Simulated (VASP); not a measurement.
# GaCo: Co into a neighbouring Co vacancy

How hard is this move in GaCo: Co into a neighbouring Co vacancy? Both ends are relaxed first, then a band of images between them. The start is a cell from a database of measured crystal structures.

Calculated with VASP 6.6.1; LDA, spin-polarised from a ferromagnetic start (one magnetic atom a cell); plane waves and PAW (Ga, Co), in the first sound run; inputs show where later runs differ.

This is a report of a sequence of runs, with most program output left out.

## (1) The host crystal

It takes space group Pm-3m (No. 221, cubic). The conventional cell has a = 2.878 Å, b = 2.878 Å, c = 2.878 Å, α = 90.00°, β = 90.00°, γ = 90.00°. Ga has 8 Co at 2.49 Å nearest. Nearest to Co lie 8 Ga at 2.49 Å. Farther neighbours are not listed.

## (2) Relax the host

First cell and atoms are relaxed at a raised cutoff, so that later runs start from this functional's own cell.

Input file INCAR:

```
SYSTEM = GaCo
PREC = Accurate
ENCUT = 350
EDIFF = 1E-06
NELM = 120
ISMEAR = 1
SIGMA = 0.15
LREAL = .FALSE.
ALGO = Normal
GGA = CA
NBANDS = 15
ISPIN = 2
MAGMOM = 0 2
LASPH = .TRUE.
LMAXMIX = 4
LORBIT = 11
LWAVE = .FALSE.
LCHARG = .FALSE.
KPAR = 6
IBRION = 2
NSW = 40
ISIF = 3
EDIFFG = -0.02
POTIM = 0.4
```

Input file POSCAR:

```
GaCo
1.0
    2.8780000000      0.0000000000      0.0000000000
    0.0000000000      2.8780000000      0.0000000000
    0.0000000000      0.0000000000      2.8780000000
Ga Co
1 1
Direct
    0.5000000000      0.5000000000      0.5000000000
    0.0000000000      0.0000000000      0.0000000000
```

Input file KPOINTS:

```
Automatic mesh
0
Gamma
11 11 11
0 0 0
```

PAW data sets: Ga and Co (LDA family, release 64).

Command:

```bash
> mpirun -np 6 vasp_std
```

Wall time 7.8 s (6 MPI ranks of AMD EPYC 9R45, shared host); peak memory 0.7 GiB.

The moments of the start collapse, so the state is non-magnetic; other starts or orders were not tried. The data set Ga keeps the semicore shell frozen, which is cheaper and a little less accurate. The run keeps the 48 symmetry operations of its start, so it cannot find a distortion of lower symmetry.

The steps of the relaxation:

```csv
step,energy less that of the first step (eV),largest force (eV/Å),pressure (GPa),volume (Å³)
1,0.0000,0.0000,-13.52,23.84
2,-0.0405,0.0000,11.69,21.17
3,-0.0752,0.0000,-0.08,22.18
```

```csv
"conventional cell, symmetrised",before,after,change
a (Å),2.878,2.810,-2.4 %
b (Å),2.878,2.810,-2.4 %
c (Å),2.878,2.810,-2.4 %
volume (Å³/atom),11.92,11.09,-7.0 %
```

The relaxed structure:

```
Ga Co
1.0
     2.80971    0.00000    0.00000
     0.00000    2.80971    0.00000
     0.00000    0.00000    2.80971
Ga Co
1 1
Cartesian
  1.4049 1.4049 1.4049
  0.0000 0.0000 0.0000
```

This step gave:

```
electronic cycles                               : 33
electrons                                       : 12
free energy (TOTEN)                             : -12.60 eV
energy at zero smearing                         : -12.60 eV
Fermi energy                                    : 8.493 eV
labelled metallic, from the levels on this mesh : yes
```

The spin moment in the PAW sphere vanishes on all atoms.

The run ended after 3 ionic steps, 0.075 eV below its first step, once forces and stress met EDIFFG = -0.02.

## (3) Relax the host again, on a new basis

The volume changed by more than 5 %, so the plane waves of the start no longer fit; a second relaxation removes that error.

Edit INCAR of step 2 so:

```diff
@@ -20,3 +20,3 @@
 IBRION = 2
-NSW = 40
+NSW = 30
 ISIF = 3
```

Input file POSCAR:

```
GaCo
1.0
    2.8097139552      0.0000000000      0.0000000000
    0.0000000000      2.8097139552      0.0000000000
    0.0000000000      0.0000000000      2.8097139552
Ga Co
1 1
Direct
    0.5000000000      0.5000000000      0.5000000000
    0.0000000000      0.0000000000      0.0000000000
```

Input file KPOINTS:

```
Automatic mesh
0
Gamma
12 12 12
0 0 0
```

Command:

```bash
> mpirun -np 6 vasp_std
```

Run time: 4.2 s. Hardware: 6 MPI ranks; peak memory 0.69 GiB.

Little changed from the start: no atom moved by 0.005 Å and no cell edge by 0.1 %.

Numbers from this step:

```yaml
electronic_cycles: 13
fermi_energy: 8.503 eV
moment_of_the_cell_from_the_last_line_of_the_log: 0 μB
```

The start already met the threshold, so nothing moved.

## (4) Relax the start

This step: LDA, spin-polarised from a ferromagnetic start; plane waves and PAW (Ga, Co) (VASP 6.6.1).

System of this step: Ga16Co15. The cell holds 31 atoms: 16 Ga and 15 Co. Cell: a = 7.947 Å, b = 7.947 Å, c = 7.947 Å, α = 60.0°, β = 60.0°, γ = 60.0°. It derives from GaCo. Nearest the centre at fractional (-0.125, 0.125, 0.125): Co23 at 1.41 Å, Ga13 at 1.96 Å, Ga2 at 1.97 Å, Ga14 at 1.99 Å, Ga1 at 2.00 Å, Co26 at 3.11 Å, Co29 at 3.12 Å, Co18 at 3.13 Å.

A path needs two true minima; the start is relaxed with symmetry off.

Input file INCAR:

```
SYSTEM = Ga16Co15
PREC = Normal
ENCUT = 280
EDIFF = 1E-05
NELM = 120
ISMEAR = 1
SIGMA = 0.15
LREAL = Auto
ALGO = Fast
GGA = CA
NBANDS = 132
ISPIN = 2
MAGMOM = 0 0 0 0 0 0 0 0 0 0 0 0 0 0 0 0 2 2 2 2 2 2 2 2 2 2 2 2 2 2 2
LASPH = .TRUE.
LMAXMIX = 4
LORBIT = 11
LWAVE = .FALSE.
LCHARG = .FALSE.
KPAR = 6
IBRION = 2
NSW = 60
ISIF = 2
EDIFFG = -0.05
POTIM = 0.4
MAXMIX = 40
ISYM = 0
```

Input file POSCAR:

```
Ga16Co15
1.0
    0.0000000000      5.6194279104      5.6194279104
    5.6194279104      0.0000000000      5.6194279104
    5.6194279104      5.6194279104      0.0000000000
Ga Co
16 15
Direct
    0.1264351479      0.1247409045      0.1264890577
    0.6297244803      0.1218642030      0.1234977547
    0.1276384247      0.6236591181      0.1244298218
    0.1255000558      0.1264457401      0.6246011013
    0.3751626942      0.3731214040      0.3742574961
    0.6234845773      0.6254745454      0.1266567969
    0.6259482431      0.1240807355      0.6231363888
    0.8795847924      0.3739982211      0.3750208857
    0.1261520339      0.6232259380      0.6171248147
    0.3765182245      0.8742552418      0.3742421482
    0.3685803705      0.3800757026      0.8774618574
    0.6236955874      0.6286643089      0.6286060810
    0.8732798889      0.8773161318      0.3708544779
    0.8714060527      0.3761622882      0.8742257018
    0.3732721054      0.8763781438      0.8733654469
    0.8739924447      0.8742056222      0.8761342096
    0.5011002315      0.0000416936      0.0020715040
    0.0018657460      0.4963495883      0.0007382639
   -0.0018444597      0.0050991227      0.4980298813
    0.2472549076      0.2516278987      0.2483006938
    0.4986413224      0.4978629903      0.0023295641
    0.5014951842     -0.0031563839      0.4992151534
    0.7479984200      0.2461334120      0.2547047716
    0.0011971539      0.4977439239      0.5031614640
    0.2532325442      0.7476694925      0.2494447526
    0.2451544586      0.2495716299      0.7536168907
    0.5007821195      0.5019773209      0.4976311419
    0.7446264189      0.7511198987      0.2495692563
    0.7484975919      0.2492237300      0.7539217469
    0.2516283271      0.7500387619      0.7499575053
    0.7487283672      0.7509341311      0.7521844860
```

Input file KPOINTS:

```
Automatic mesh
0
Gamma
3 3 3
0 0 0
```

Command:

```bash
> mpirun -np 6 vasp_std
```

It took 7.2 min on 6 MPI ranks; peak memory 2.8 GiB.

The steps of the relaxation:

```csv
step,energy less that of the first step (eV),largest force (eV/Å)
1,0.0000,0.8678
2,-0.2423,0.4685
3,-0.2983,0.3064
4,-0.3360,0.1879
5,-0.3489,0.1253
6,-0.3490,0.1314
7,-0.3541,0.0385
```

The atoms that moved most (Å):

```csv
atom,dx,dy,dz,length
Ga1,-0.046,-0.056,-0.050,0.088
Ga14,-0.040,0.064,-0.031,0.082
Ga3,0.049,-0.056,0.029,0.080
Ga4,0.037,0.037,-0.056,0.077
Ga16,0.038,0.039,0.049,0.073
Ga9,0.058,0.031,0.000,0.066
Co26,-0.014,0.003,0.062,0.064
Ga15,0.042,-0.023,-0.040,0.062
```

Final coordinates:

```cif
data_structure
_symmetry_space_group_name_H-M 'P 1'
_symmetry_Int_Tables_number 1
_cell_length_a 7.9471
_cell_length_b 7.9471
_cell_length_c 7.9471
_cell_angle_alpha 60.000
_cell_angle_beta 60.000
_cell_angle_gamma 60.000
_cell_volume 354.90
loop_
_atom_site_label
_atom_site_type_symbol
_atom_site_fract_x
_atom_site_fract_y
_atom_site_fract_z
_atom_site_occupancy
Ga1 Ga 0.12109 0.12125 0.12182 1
Ga2 Ga 0.63611 0.12082 0.12143 1
Ga3 Ga 0.12082 0.63561 0.12128 1
Ga4 Ga 0.12058 0.12149 0.63618 1
Ga5 Ga 0.37440 0.37400 0.37546 1
Ga6 Ga 0.62520 0.62512 0.12380 1
Ga7 Ga 0.62452 0.12381 0.62598 1
Ga8 Ga 0.87607 0.37430 0.37479 1
Ga9 Ga 0.12372 0.62561 0.62515 1
Ga10 Ga 0.37426 0.87620 0.37434 1
Ga11 Ga 0.37407 0.37483 0.87618 1
Ga12 Ga 0.62511 0.62530 0.62598 1
Ga13 Ga 0.87885 0.87817 0.36404 1
Ga14 Ga 0.87794 0.36416 0.87915 1
Ga15 Ga 0.36400 0.87855 0.87860 1
Ga16 Ga 0.87841 0.87844 0.87864 1
Co17 Co 0.49979 0.00013 0.99999 1
Co18 Co 0.99960 0.49985 0.99988 1
Co19 Co 0.99933 0.99996 0.50014 1
Co20 Co 0.25014 0.24991 0.24991 1
Co21 Co 0.49912 0.49981 0.00076 1
Co22 Co 0.49995 0.99957 0.50023 1
Co23 Co 0.74675 0.25257 0.25412 1
Co24 Co 0.99975 0.49988 0.50023 1
Co25 Co 0.25366 0.74605 0.25286 1
Co26 Co 0.25225 0.25356 0.74714 1
Co27 Co 0.49978 0.50009 0.50010 1
Co28 Co 0.74642 0.74620 0.25361 1
Co29 Co 0.74619 0.25335 0.74703 1
Co30 Co 0.25297 0.74690 0.74647 1
Co31 Co 0.74989 0.75041 0.74970 1
```

This step gave:

```
electronic cycles                                 : 67
electrons                                         : 183
free energy (TOTEN)                               : -192.9222 eV
energy at zero smearing                           : -192.9141 eV
Fermi energy                                      : 7.848 eV
moment of the cell, from the last line of the log : -0.0227 μB
```

Spin moment in the PAW sphere by element, in μB:

```csv
element,atoms,mean,spread (r.m.s.),least,largest
Ga,16,0.0000,0.0000,0.0000,0.0000
Co,15,-0.0015,0.0016,-0.0030,0.0020
```

The atoms nearest the centre:

```csv
atom,distance (Å),spin moment in the PAW sphere (μB)
Co23,1.44,-0.0030
Ga14,1.93,0.0000
Ga1,1.93,0.0000
Ga2,1.93,0.0000
Ga13,1.93,0.0000
Co18,3.14,-0.0010
Co19,3.14,-0.0020
Co22,3.14,-0.0010
Co21,3.14,-0.0020
Co26,3.17,-0.0020
Co29,3.17,-0.0030
Co25,3.18,-0.0030
Co28,3.18,-0.0020
Ga4,3.37,0.0000
```

The run ended after 7 ionic steps, 0.354 eV below its first step, once the forces on the free atoms met EDIFFG = -0.05.

## (5) Relax the end

The end state is relaxed in the same way, so that both ends share their errors.

INCAR is that of step 4.

Input file POSCAR:

```
Ga16Co15
1.0
    0.0000000000      5.6194279104      5.6194279104
    5.6194279104      0.0000000000      5.6194279104
    5.6194279104      5.6194279104      0.0000000000
Ga Co
16 15
Direct
    0.1233338813      0.1186551457      0.1304235930
    0.6227690015      0.1221580659      0.1273484486
    0.1247835192      0.6282859918      0.1228985188
    0.1285832632      0.1257547001      0.6237983075
    0.3700653885      0.3745450286      0.3768178489
    0.6204564036      0.6270929379      0.1291474985
    0.6259190862      0.1271137573      0.6233996654
    0.8736924678      0.3737642850      0.3763564681
    0.1235095540      0.6288604006      0.6228108304
    0.3651860957      0.8760363943      0.3793874230
    0.3766551404      0.3697824868      0.8824130347
    0.6267776598      0.6202301438      0.6253185284
    0.8762277230      0.8756657156      0.3725332987
    0.8759016077      0.3734700961      0.8750873999
    0.3742427079      0.8723747425      0.8746190045
    0.8710435909      0.8750667094      0.8749564780
    0.4972167130      0.0025914453      0.0025940000
   -0.0020659199      0.5012525440      0.0005680557
   -0.0023170145     -0.0018090166      0.5033221554
    0.2455869947      0.2506543346      0.2523115994
    0.5038032875      0.5019884062     -0.0051932701
    0.4985724302     -0.0061811206      0.5019972929
    1.0011824514     -0.0020247554      0.0020191785
    0.0027778944      0.4997140025      0.4980460723
    0.2527013137      0.7480431303      0.2543188808
    0.2507010186      0.2490409532      0.7488506112
    0.5000626411      0.5005565177      0.4998304874
    0.7534269320      0.7445275243      0.2495257848
    0.7555668227      0.2491216475      0.7467029855
    0.2477505021      0.7489316502      0.7528230770
    0.7444289642      0.7515161936      0.7587039476
```

KPOINTS is that of step 4.

Command:

```bash
> mpirun -np 6 vasp_std
```

The job ended after 7.2 min (6 MPI ranks; peak memory 2.8 GiB; 43 min of CPU time).

Relaxation path:

```csv
step,energy less that of the first step (eV),largest force (eV/Å)
1,0.0000,0.9745
2,-0.2386,0.5562
3,-0.3228,0.3364
4,-0.3613,0.1698
5,-0.3733,0.1254
6,-0.3734,0.1294
7,-0.3780,0.0363
```

The atoms that moved most (Å):

```csv
atom,dx,dy,dz,length
Ga5,-0.051,0.062,0.064,0.103
Ga6,-0.072,0.045,-0.035,0.092
Ga2,0.044,0.042,0.062,0.086
Ga1,0.050,-0.062,-0.007,0.080
Ga14,0.050,0.038,-0.040,0.074
Ga8,-0.040,-0.042,-0.036,0.068
Ga13,0.052,-0.030,0.022,0.064
Ga10,-0.033,0.026,0.043,0.060
```

Final coordinates:

```cif
data_structure
_symmetry_space_group_name_H-M 'P 1'
_symmetry_Int_Tables_number 1
_cell_length_a 7.9471
_cell_length_b 7.9471
_cell_length_c 7.9471
_cell_angle_alpha 60.000
_cell_angle_beta 60.000
_cell_angle_gamma 60.000
_cell_volume 354.90
loop_
_atom_site_label
_atom_site_type_symbol
_atom_site_fract_x
_atom_site_fract_y
_atom_site_fract_z
_atom_site_occupancy
Ga1 Ga 0.11279 0.12799 0.12998 1
Ga2 Ga 0.62808 0.12785 0.12944 1
Ga3 Ga 0.12446 0.62376 0.12703 1
Ga4 Ga 0.12433 0.12561 0.62547 1
Ga5 Ga 0.38584 0.37021 0.37201 1
Ga6 Ga 0.62779 0.61355 0.12986 1
Ga7 Ga 0.62765 0.12813 0.61505 1
Ga8 Ga 0.87025 0.37072 0.37233 1
Ga9 Ga 0.12329 0.62398 0.62584 1
Ga10 Ga 0.37426 0.87458 0.37491 1
Ga11 Ga 0.37534 0.37296 0.87652 1
Ga12 Ga 0.62613 0.62323 0.62553 1
Ga13 Ga 0.87081 0.88493 0.37254 1
Ga14 Ga 0.87127 0.37092 0.88646 1
Ga15 Ga 0.37469 0.87470 0.87664 1
Ga16 Ga 0.87247 0.87473 0.87701 1
Co17 Co 0.49855 0.99940 0.00158 1
Co18 Co 0.00271 0.50269 0.99789 1
Co19 Co 0.00170 0.99622 0.50507 1
Co20 Co 0.24904 0.24925 0.25103 1
Co21 Co 0.49689 0.50235 0.99761 1
Co22 Co 0.49618 0.99546 0.50426 1
Co23 Co 0.00276 0.99600 0.99757 1
Co24 Co 0.99991 0.49932 0.50044 1
Co25 Co 0.24885 0.74922 0.25140 1
Co26 Co 0.24979 0.24945 0.75111 1
Co27 Co 0.49533 0.50255 0.50472 1
Co28 Co 0.74917 0.74929 0.25122 1
Co29 Co 0.74990 0.24909 0.75110 1
Co30 Co 0.24953 0.74899 0.75100 1
Co31 Co 0.74877 0.74965 0.75112 1
```

This step gave:

```
electronic cycles                                 : 66
free energy (TOTEN)                               : -192.9219 eV
energy at zero smearing                           : -192.9139 eV
moment of the cell, from the last line of the log : 0 μB
```

The run ended after 7 ionic steps, 0.378 eV below its first step, once the forces on the free atoms met EDIFFG = -0.05.

(Part 1 of 2 ends here.)

[Lines on the potential files, build, host, timing and source positions are cut from VASP's logs without a mark.]

[Logs are printed without paths, hosts, clocks, repeated set-up lines and the standing remarks that a program may print on its own settings, such as how far it seeks lower states.]

[Hosts, paths, dates, database ids (printed as entryN), source tags and the programs' standing remarks are cut or masked in the printed files.]

[Runs that stopped without an error message from VASP are left out.]
